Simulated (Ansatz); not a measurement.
# SiC, one cell by several methods

```yaml
crystal:
  lattice:
    - [3.04524, 0.00000, 0.00000]
    - [-1.52262, 2.63725, 0.00000]
    - [0.00000, 0.00000, 5.04800]
  atoms:
    - { symbol: Si, position: [0.33333, 0.66667, 0.00000] }
    - { symbol: Si, position: [0.66667, 0.33333, 0.50000] }
    - { symbol: C, position: [0.33333, 0.66667, 0.38500] }
    - { symbol: C, position: [0.66667, 0.33333, 0.88500] }
```

Atom numbers follow the list: Si1, Si2, C3, C4.

The conventional cell has a = 3.045 Å, b = 3.045 Å, c = 5.048 Å, α = 90.00°, β = 90.00°, γ = 120.00°. Si (atom 1) has 4 C at 1.85 to 1.94 Å as nearest neighbours. Around C (atom 3) lie 4 Si at 1.85 to 1.94 Å.

The geometry is COD entry 9008875, unchecked; take it as a test cell. The listed cell was then made from it by scaling, straining or moving an atom.

Methods: DFT, PBEsol, PAW with Ansatz's default frozen-core files, scalar-relativistic (Ansatz 0.2.0); DFT, PBEsol, all-electron PAW with datasets made for the crystal, scalar-relativistic (Ansatz 0.2.0); DFT, PBEsol, all-electron LAPW, scalar-relativistic (Ansatz 0.2.0).

For PAW: a Γ-centred 15×15×8 k mesh, Fermi–Dirac smearing of 0.08 eV, cutoff 420 eV, no spin polarisation; the PAW files were made with PBE, and the program remakes their frozen cores for this functional. The crystal-made all-electron datasets (AE datasets) take a cutoff of 360 eV at this cell. LAPW targets a basis error of 1 meV/atom. The Ansatz runs share mesh, smearing and spin set-up. Plane-wave (PAW) pressures include the program's estimate of the Pulay term.

Stress and pressure are positive in compression.

The change that made this cell: equal xx and yy strain of -1 %.

| quantity | PAW | AE datasets | LAPW |
| --- | --- | --- | --- |
| pressure (GPa) | ? | 5.14 | 5.14 |
| stress xx (GPa) | ? | 8.82 | 8.83 |
| stress zz (GPa) | -2.20 | -2.22 | -2.22 |
| force on Si1, z (eV/Å) | 0.863 | 0.861 | 0.861 |
| force on C3, z (eV/Å) | -0.863 | -0.861 | -0.861 |
| band gap (eV) | 2.156 | 2.156 | 2.156 |

Problem. What belongs in the row "stress xx (GPa)", column "PAW"?

Solution. 8.92.

Problem. Give the missing entry: row "pressure (GPa)", column "PAW".

Solution. 5.21.
